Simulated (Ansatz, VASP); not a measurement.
# One calculation of Mg, two programs

```
CELL_PARAMETERS angstrom
3.21028 0.00000 0.00000
-1.60514 2.78018 0.00000
0.00000 0.00000 10.31910
ATOMIC_POSITIONS crystal
Mg 0.00000 0.00000 0.00000
Mg 0.33333 0.66667 0.25000
Mg 0.00000 0.00000 0.50000
Mg 0.66667 0.33333 0.75000
```

Alike in both runs: functional PBE; k mesh 15 × 15 × 4; occupations gaussian, width 0.1 eV; no spin polarisation.

Ansatz relaxed the structure, and its values are those at the end. VASP's run is a single point on that final structure, the one shown.

|  | VASP | Ansatz |
| --- | --- | --- |
| version | VASP 6.6.1 | Ansatz 0.2.0 |
| potentials or method | VASP PAW PBE potentials, release 64 (Mg) | scalar-relativistic, plane waves, PAW |
| plane-wave cutoff (eV) | 520 | 420 |
| valence electrons in the cell | 8 | 40 |

|  | VASP | Ansatz | Ansatz less VASP |
| --- | --- | --- | --- |
| gap on the k mesh at the Fermi level (eV) | none | none | - |
| pressure (GPa) | -0.1 | 0.0 | +0.13 |

A gap of «none» marks a metal or a gap that the smearing closes. The two sets of potentials don't hold the same shells in valence.
